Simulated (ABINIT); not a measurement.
# ZrC (P6_3/mmc) in ABINIT: a series of runs

One crystal, ZrC, is run at these levels: PBEsol, LDA; tasks: band structure.

Program: ABINIT 10.8.3 (patched build). These are calculated values, not measurements. Logs are shortened: lines on timing, memory, paths and dates and some standing lists are left out, and cuts for length are marked. The log counts tension as positive stress, the text compression.

## Step 1: The structure

The structure is hexagonal, space group P6_3/mmc (No. 194). Conventional cell: a = 3.391 Å, b = 3.391 Å, c = 5.290 Å, α = 90.00°, β = 90.00°, γ = 120.00°. Zr (site symmetry -6m2) is surrounded by 6 C at 2.36 Å. Around C (site symmetry -3m) lie 6 Zr at 2.36 Å and 2 C at 2.65 Å.

The cell comes from a database or a generator and needn't be the stable form of this composition.

## Step 2: Band structure, PBEsol

run.abi

```
ndtset 2

pp_dirpath "./"
pseudos "Zr.upf, C.upf"

acell 3.3914762718 3.3914762718 5.290053 Angstrom
rprim
     1.0000000000     0.0000000000     0.0000000000
    -0.5000000000     0.8660254038     0.0000000000
     0.0000000000     0.0000000000     1.0000000000
ntypat 2
znucl 40 6
natom 4
typat 1 1 2 2
xred
     0.6666666667     0.3333333333     0.7500000000
     0.3333333333     0.6666666667     0.2500000000
     0.0000000000     0.0000000000     0.5000000000
     0.0000000000     0.0000000000     0.0000000000

ecut 1115.666836 eV

ixc -116133

occopt 3
tsmear 0.05 eV

nstep 100

iomode 3
prtwf 0
prteig 0
prtebands 0
enunit 1
prtden1 1

kptopt1 1
ngkpt1 9 9 5
nshiftk1 1
shiftk1 0.0 0.0 0.0
nband1 20
tolvrs1 1.0e-10

iscf2 -2
getden2 1
nband2 26
nbdbuf2 4
tolwfr2 1.0e-11
kptopt2 -7
ndivsm2 8
prteig2 1
prtvol2 -3
kptbounds2
     0.0000000000     0.0000000000     0.0000000000
     0.5000000000     0.0000000000     0.0000000000
     0.3333333333     0.3333333333     0.0000000000
     0.0000000000     0.0000000000     0.0000000000
     0.0000000000     0.0000000000     0.5000000000
     0.5000000000     0.0000000000     0.5000000000
     0.3333333333     0.3333333333     0.5000000000
     0.0000000000     0.0000000000     0.5000000000
```

Potentials or basis: PseudoDojo NC SR PBEsol v0.4.1 standard.

Launch:

```console
abinit run.abi > log 2>&1
```

run.abo:

```text
.Version 10.8.3 of ABINIT
 DATASET    1 : space group P6_3/m m c (#194); Bravais hP (primitive hexag.)
================================================================================
 Values of the parameters that define the memory need for DATASET  1.
     intxc =       0    ionmov =       0      iscf =       7    lmnmax =       6
     lnmax =       6     mgfft =      60  mpssoang =       3    mqgrid =    3001
     natom =       4  nloc_mem =       1    nspden =       1   nspinor =       1
    nsppol =       1      nsym =      24    n1xccc =    2501    ntypat =       2
    occopt =       3   xclevel =       2
       mpw =        4481          nfft =       96000          nkpt =          36
================================================================================
================================================================================

 DATASET    2 : space group P6_3/m m c (#194); Bravais hP (primitive hexag.)
================================================================================
 Values of the parameters that define the memory need for DATASET  2.
     intxc =       0    ionmov =       0      iscf =      -2    lmnmax =       6
     lnmax =       6     mgfft =      60  mpssoang =       3    mqgrid =    3001
     natom =       4  nloc_mem =       1    nspden =       1   nspinor =       1
    nsppol =       1      nsym =      24    n1xccc =    2501    ntypat =       2
    occopt =       3   xclevel =       2
       mpw =        4481          nfft =       96000          nkpt =          87
================================================================================
================================================================================

--------------------------------------------------------------------------------
------------- Echo of variables that govern the present computation ------------
--------------------------------------------------------------------------------
 -outvars: echo values of preprocessed input variables --------
            acell      6.4089613162E+00  6.4089613162E+00  9.9967513615E+00 Bohr
              amu      9.12240000E+01  1.20110000E+01
             ecut      4.10000000E+01 Hartree
           enunit           1
           getden1          0
           getden2          1
             iscf1          7
             iscf2         -2
              ixc     -116133
           jdtset        1    2
           kptopt1          1
           kptopt2         -7
         kptrlatt        9    0    0      0    9    0      0    0    5
          kptrlen1     4.99837568E+01
          kptrlen2     3.00000000E+01
            natom           4
            nband1         20
            nband2         26
           nbdbuf1          0
           nbdbuf2          4
           ndtset           2
           ndivsm1          0
           ndivsm2          8
            ngfft          40      40      60
             nkpt1         36
             nkpt2         87
            nstep         100
             nsym          24
           ntypat           2
           occopt           3
        prtebands           0
           prteig1          0
           prteig2          1
           prtvol1          0
           prtvol2         -3
            prtwf           0
            rprim      1.0000000000E+00  0.0000000000E+00  0.0000000000E+00
                      -5.0000000000E-01  8.6602540380E-01  0.0000000000E+00
                       0.0000000000E+00  0.0000000000E+00  1.0000000000E+00
           shiftk1     0.00000000E+00  0.00000000E+00  0.00000000E+00
           shiftk2     5.00000000E-01  5.00000000E-01  5.00000000E-01
          spgroup         194
           tolvrs1     1.00000000E-10
           tolvrs2     0.00000000E+00
           tolwfr1     0.00000000E+00
           tolwfr2     1.00000000E-11
           tsmear      1.83746611E-03 Hartree
            typat      1  1  2  2
[... 223 lines left out ...]
 -5.3957E-01 -5.3633E-01 -1.5528E-02  1.2077E-01  2.0012E-01  3.1406E-01
  3.1406E-01  3.7767E-01  3.7767E-01  4.5133E-01  4.6249E-01  4.6249E-01
  4.7723E-01  4.7723E-01  5.0383E-01  5.3617E-01  5.7741E-01  6.8918E-01
  6.9113E-01  7.0172E-01
 Non-SCF case, kpt    2 (  0.03571  0.00000  0.00000), residuals and eigenvalues=
  3.95E-12  2.48E-12  8.69E-12  2.06E-12  6.25E-12  1.53E-12  7.28E-12  8.56E-12
  7.64E-12  6.64E-12  2.24E-12  3.97E-12  2.77E-12  3.43E-12  9.76E-12  3.32E-12
  7.48E-12  2.51E-12  7.97E-12  6.81E-12  3.39E-12  3.74E-12  3.01E-11  3.90E-06
[... 842 lines left out ...]
 -5.4144E-01 -5.4144E-01  3.5202E-02  3.5202E-02  3.1735E-01  3.1735E-01
  3.2817E-01  3.2817E-01  3.2853E-01  3.2853E-01  5.3796E-01  5.3796E-01
  5.4044E-01  5.4044E-01  5.5986E-01  5.5986E-01  6.0725E-01  6.0725E-01
  6.0969E-01  6.1126E-01
 Non-SCF case, kpt   87 (  0.00000  0.00000  0.50000), residuals and eigenvalues=
  4.01E-12  6.08E-12  1.75E-12  4.87E-12  3.57E-12  4.43E-12  7.20E-12  7.93E-12
  2.62E-12  3.72E-12  4.69E-12  9.22E-12  1.73E-12  5.23E-12  5.86E-12  9.16E-12
  9.23E-13  6.32E-12  8.03E-12  9.72E-12  6.96E-12  7.31E-12  1.53E-07  4.81E-06
  2.34E-12  7.58E-12
 -1.3539E+00 -1.3539E+00 -5.5335E-01 -5.5335E-01 -5.4139E-01 -5.4139E-01
 -5.4139E-01 -5.4139E-01  3.4827E-02  3.4827E-02  3.1795E-01  3.1795E-01
  3.2824E-01  3.2824E-01  3.2824E-01  3.2824E-01  5.4169E-01  5.4169E-01
  5.4169E-01  5.4169E-01  5.6135E-01  5.6135E-01  6.0520E-01  6.0520E-01
  6.0673E-01  6.0673E-01

--- !ResultsGS
iteration_state: {dtset: 2, }
comment   : Summary of ground state results
lattice_vectors:
- [  6.4089613,   0.0000000,   0.0000000, ]
- [ -3.2044807,   5.5503233,   0.0000000, ]
- [  0.0000000,   0.0000000,   9.9967514, ]
lattice_lengths: [   6.40896,    6.40896,    9.99675, ]
lattice_angles: [ 90.000,  90.000, 120.000, ] # degrees, (23, 13, 12)
lattice_volume:   3.5560251E+02
convergence: {deltae:  0.000E+00, res2:  0.000E+00, residm:  9.998E-12, diffor:  0.000E+00, }
etotal    :  -1.13314970E+02
entropy   :   0.00000000E+00
fermie    :   4.17306974E-01
cartesian_stress_tensor: null
pressure_GPa: null
xred      :
- [  6.6667E-01,   3.3333E-01,   7.5000E-01, Zr]
- [  3.3333E-01,   6.6667E-01,   2.5000E-01, Zr]
- [  0.0000E+00,   1.8504E-17,   5.0000E-01,  C]
- [  0.0000E+00,   1.8504E-17,  -4.1633E-17,  C]
cartesian_forces: null
force_length_stats: {min: null, max: null, mean: null, }
...

 Integrated electronic density in atomic spheres:
 ------------------------------------------------
 Atom  Sphere_radius  Integrated_density
    1        2.00000          8.38367443
    2        2.00000          8.38367443
    3        2.00000          3.73149419
    4        2.00000          3.73149419
================================================================================

 ----iterations are completed or convergence reached----

 Mean square residual over all n,k,spin=   51.405E-13; max=  99.983E-13
 reduced coordinates (array xred) for    4 atoms
       0.666666666667      0.333333333333      0.750000000000
       0.333333333333      0.666666666667      0.250000000000
       0.000000000000      0.000000000000      0.500000000000
       0.000000000000      0.000000000000     -0.000000000000

 cartesian coordinates (angstrom) at end:
    1      1.69573813590000     0.97903486925457     3.96753975000000
    2     -0.00000000000000     1.95806973850914     1.32251325000000
    3     -0.00000000000000     0.00000000000000     2.64502650000000
    4     -0.00000000000000     0.00000000000000    -0.00000000000000
 length scales=  6.408961316217  6.408961316217  9.996751361537 bohr
              =  3.391476271800  3.391476271800  5.290053000000 angstroms
 Eigenvalues (   eV  ) for nkpt=  87  k points:
 kpt#   1, nband= 26, wtk=  1.00000, kpt=  0.0000  0.0000  0.0000 (reduced coord)
 -36.89810  -36.78359  -15.48419  -14.78119  -14.78119  -14.68246  -14.68246  -14.59438
  -0.42254    3.28643    5.44563    8.54612    8.54612   10.27693   10.27693   12.28126
  12.58495   12.58495   12.98598   12.98598   13.71003   14.58980   15.71212   18.75366
  18.80654   19.09477
 kpt#   2, nband= 26, wtk=  1.00000, kpt=  0.0357  0.0000  0.0000 (reduced coord)
 -36.89711  -36.78323  -15.48048  -14.78881  -14.78425  -14.68962  -14.68251  -14.59565
  -0.40008    3.27110    5.47177    8.49470    8.56666   10.22067   10.23673   12.32349
  12.45464   12.61339   12.91816   13.05795   13.85844   14.73710   15.77732   18.70802
  18.76859   18.96445
 kpt#   3, nband= 26, wtk=  1.00000, kpt=  0.0714  0.0000  0.0000 (reduced coord)
 -36.89417  -36.78219  -15.46943  -14.81137  -14.79304  -14.71053  -14.68293  -14.59948
  -0.33372    3.22606    5.54867    8.35211    8.62775   10.06919   10.12350   12.14350
  12.44567   12.69832   12.80840   13.25563   14.20099   15.09196   15.96755   18.54512
  18.62772   18.84528
 kpt#   4, nband= 26, wtk=  1.00000, kpt=  0.1071  0.0000  0.0000 (reduced coord)
 -36.88939  -36.78054  -15.45135  -14.84795  -14.80657  -14.74356  -14.68419  -14.60592
[... 404 lines left out ...]
 -36.83879  -36.83879  -15.06342  -15.06342  -14.74658  -14.74658  -14.73752  -14.73752
   0.98767    0.98767    8.59127    8.59127    8.91815    8.91815    8.96562    8.96562
  14.38252   14.38252   14.61224   14.61224   15.18726   15.18726   16.63725   16.63813
  16.82359   16.82362
 kpt#  86, nband= 26, wtk=  1.00000, kpt=  0.0196  0.0196  0.5000 (reduced coord)
 -36.84061  -36.84061  -15.05889  -15.05889  -14.73572  -14.73572  -14.73331  -14.73331
   0.95788    0.95788    8.63557    8.63557    8.92999    8.92999    8.93968    8.93968
  14.63869   14.63869   14.70620   14.70620   15.23456   15.23456   16.52413   16.52415
  16.59044   16.63315
 kpt#  87, nband= 26, wtk=  1.00000, kpt=  0.0000  0.0000  0.5000 (reduced coord)
 -36.84122  -36.84122  -15.05751  -15.05751  -14.73188  -14.73188  -14.73188  -14.73188
   0.94770    0.94770    8.65189    8.65189    8.93186    8.93186    8.93186    8.93186
  14.74015   14.74015   14.74015   14.74015   15.27520   15.27520   16.46838   16.46844
  16.50986   16.50986

== END DATASET(S) ==============================================================
================================================================================

 -outvars: echo values of variables after computation  --------
            acell      6.4089613162E+00  6.4089613162E+00  9.9967513615E+00 Bohr
           etotal1    -1.1331496960E+02
            fcart1     6.3020630574E-29 -6.0641630043E-29 -0.0000000000E+00
                      -2.1006876858E-29  8.4898282060E-29 -0.0000000000E+00
                      -2.1006876858E-29 -1.2128326009E-29 -0.0000000000E+00
                      -2.1006876858E-29 -1.2128326009E-29 -0.0000000000E+00
            rprim      1.0000000000E+00  0.0000000000E+00  0.0000000000E+00
                      -5.0000000000E-01  8.6602540380E-01  0.0000000000E+00
                       0.0000000000E+00  0.0000000000E+00  1.0000000000E+00
           strten1     2.7853516806E-04  2.7853516763E-04  2.1732652779E-04
                       0.0000000000E+00  0.0000000000E+00  0.0000000000E+00
           xangst      1.6957381359E+00  9.7903486925E-01  3.9675397500E+00
                      -4.7614606347E-17  1.9580697385E+00  1.3225132500E+00
                      -3.1377458704E-17  5.4347352688E-17  2.6450265000E+00
                      -3.1377458704E-17  5.4347352688E-17 -2.2024269908E-16
             xred      6.6666666667E-01  3.3333333333E-01  7.5000000000E-01
                       3.3333333333E-01  6.6666666667E-01  2.5000000000E-01
                       0.0000000000E+00  1.8503717077E-17  5.0000000000E-01
                       0.0000000000E+00  1.8503717077E-17 -4.1633363423E-17
 Calculation completed.
```

It took 4.3 min on 1 thread of Arm Neoverse V2, shared host; peak memory 0.23 GiB.

Results:

- Free energy: -3083.4574 eV
- Pressure: -7.6 GPa
- Band gap on the k mesh: none (metal or under the smearing width)
- Valence electrons inside the program's atomic spheres: Zr 8.38; C 3.73

Levels at the corners of the path, in eV from the Fermi level:
```
point  band 14  band 15  band 16  band 17  band 18  band 19
    Γ    -1.08    -1.08     0.93     1.23     1.23     1.63
    M    -2.85    -1.51    -0.78     1.51     4.07     4.23
    K    -3.16    -3.16     0.55     1.04     1.04     4.26
    Γ    -1.08    -1.08     0.93     1.23     1.23     1.63
    A    -2.42    -2.42    -2.42     3.38     3.38     3.38
    L    -2.73    -2.11    -2.11     1.44     1.44     4.01
    H    -2.19    -1.83    -1.83     1.75     1.75     3.01
    A    -2.42    -2.42    -2.42     3.38     3.38     3.38
```

(Part 1 of 2 ends here.)
